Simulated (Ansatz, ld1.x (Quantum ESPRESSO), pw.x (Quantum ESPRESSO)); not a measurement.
carbon (C): does the ultrasoft potential hold in the solid?

| Property | Result |
| --- | --- |
| Element | C |
| Generator | ld1.x (Quantum ESPRESSO) 7.5 |
| Type | ultrasoft |
| Functional | PBE |
| Relativity | scalar-relativistic |
| Frozen core | [He] |
| Valence charge | 4 |
| Reference configuration | 2s2 2p1.75 (charge +0.25) |
| Partial waves | 2s (bound): rcut 0.95, rcutus 1.25 bohr; 2s channel at 0.15 Ry: rcut 0.95, rcutus 1.25 bohr; 2p (bound): rcut 2.20, rcutus 2.70 bohr; 2p channel at 2.6 Ry: rcut 2.20, rcutus 2.70 bohr; 3d channel at -0.1 Ry: rcut 1.80, rcutus 2.55 bohr; 3d channel at 0.7 Ry: rcut 1.80, rcutus 2.55 bohr |
| Local potential | all-electron potential smoothed inside 2.15 bohr (lloc = -1) |
| Core correction | Bessel-smoothed model core, default radius (core density twice the valence density) |
| Augmentation charge | PSQ, inside the norm-conserving radii |

Atomic tests: cutoffs needed: 10 Ry and 18 Ry (the cutoffs (Ry, on a coarse ladder) from which the occupation-weighted sum of valence levels, in a spherical-Bessel basis at the reference potential, stays within 10 and 1 mRy of its value at 400 Ry); ghost test: no extra level below or beside the all-electron valence levels (s, p, d, f tested) (spherical-Bessel basis up to 400 Ry, 20 bohr box); largest excitation error: +85 meV (all-electron minus pseudo) for 2s2 2p0, out of 7 test configurations.

Crystal test: sc C in pw.x 7.5, no spin, 18³ k-points, Fermi–Dirac smearing 0.01 Ry, cutoffs 40/420 Ry. The reference is all-electron LAPW (Ansatz 0.2.0) with the same functional, mesh and smearing; V0 and B0 come from Birch–Murnaghan fits to the pressures at five volumes. Errors are pseudo minus all-electron; Δ is the rms difference of the E(V) curves that follow from these fits, minima aligned, over ±6 % about the mean V0. Mesh and smearing are coarse, so the numbers serve the comparison and aren't converged zero-temperature values; the lattice is a test structure that the element need not adopt.

All-electron: a0 = 1.777 Å (V0 = 5.61 Å³/atom), B0 = 325.5 GPa.

Task: How far does the potential miss the all-electron equation of state?

Result: mean pressure error (GPa): +19.72. The pressure does not cross zero within the volumes sampled, so no fit is given. The largest radius (2.70 bohr) exceeds half the bond length (1.66 bohr), so the spheres overlap, which is one possible source of error among others. This is a poor potential for the solid.

```tsv
V (Å³/atom)	P all-electron (GPa)	P pseudo (GPa)
5.160	31.71	59.15
5.296	20.87	43.83
5.432	11.16	30.35
5.568	2.49	18.41
5.704	-5.20	7.90
```

Task: At the middle volume, how do free energy and pressure move when the wave cutoff is lowered (ecutrho held at 420 Ry)?

Result:

| cutoff (Ry) | shift of F (meV/atom) | shift of P (GPa) |
| --- | --- | --- |
| 18 | +6.3 | -0.33 |
| 24 | +2.5 | -0.00 |
| 32 | +1.3 | +0.02 |

Input at the middle volume:

```
&control
  calculation='scf', prefix='x', pseudo_dir='./', outdir='./tmp', tstress=.true., disk_io='none'
/
&system
  ibrav=0, nat=1, ntyp=1, ecutwfc=40, ecutrho=420, nbnd=9,
  occupations='smearing', smearing='fd', degauss=0.01
/
&electrons
  conv_thr=1e-09, mixing_beta=0.4, electron_maxstep=70
/
ATOMIC_SPECIES
C 1.0 C.UPF
CELL_PARAMETERS angstrom
  1.75786932 0.00000000 0.00000000
  0.00000000 1.75786932 0.00000000
  0.00000000 0.00000000 1.75786932
ATOMIC_POSITIONS crystal
C 0.0000 0.0000 0.0000
K_POINTS automatic
18 18 18 0 0 0
```

```bash
pw.x < C.scf.in > C.scf.out
```

Lines of the output:

```
Message from routine setup:
     using ibrav=0 with symmetry is DISCOURAGED, use correct ibrav instead
     lattice parameter (alat)  =       3.3219  a.u.
     unit-cell volume          =      36.6570 (a.u.)^3
     number of electrons       =         4.00
     number of Kohn-Sham states=            9
     kinetic-energy cutoff     =      40.0000  Ry
     charge density cutoff     =     420.0000  Ry
     scf convergence threshold =      1.0E-09
     Exchange-correlation= PBE
     number of k points=   220  Fermi-Dirac smearing, width (Ry)=  0.0100
     iteration #  1     ecut=    40.00 Ry     beta= 0.40
     total energy              =     -13.75980721 Ry
     estimated scf accuracy    <       0.00206023 Ry
     iteration #  2     ecut=    40.00 Ry     beta= 0.40
     total energy              =     -13.76030579 Ry
     estimated scf accuracy    <       0.00076346 Ry
     iteration #  3     ecut=    40.00 Ry     beta= 0.40
     total energy              =     -13.76033145 Ry
     estimated scf accuracy    <       0.00000126 Ry
     iteration #  4     ecut=    40.00 Ry     beta= 0.40
     total energy              =     -13.76033418 Ry
     estimated scf accuracy    <       0.00000008 Ry
     iteration #  5     ecut=    40.00 Ry     beta= 0.40
     total energy              =     -13.76033420 Ry
     estimated scf accuracy    <          4.9E-09 Ry
     iteration #  6     ecut=    40.00 Ry     beta= 0.40
     the Fermi energy is    15.2272 ev
!    total energy              =     -13.76033420 Ry
     estimated scf accuracy    <          7.8E-10 Ry
     smearing contrib. (-TS)   =      -0.00142199 Ry
     The total energy is F=E-TS. E is the sum of the following terms:
     one-electron contribution =       5.68898484 Ry
     hartree contribution      =       0.38517362 Ry
     xc contribution           =      -6.16713408 Ry
     ewald contribution        =     -13.66593659 Ry
     convergence has been achieved in   6 iterations
          total   stress  (Ry/bohr**3)                   (kbar)     P=      303.52
     Message from routine punch:
     Nothing written, as per user request (disk_io='none')
```

The run at the middle volume (220 k-points, 6 iterations) took about 3.6 s on one core of a shared host (Neoverse-V1, 64 threads, 495 GiB, load 19).
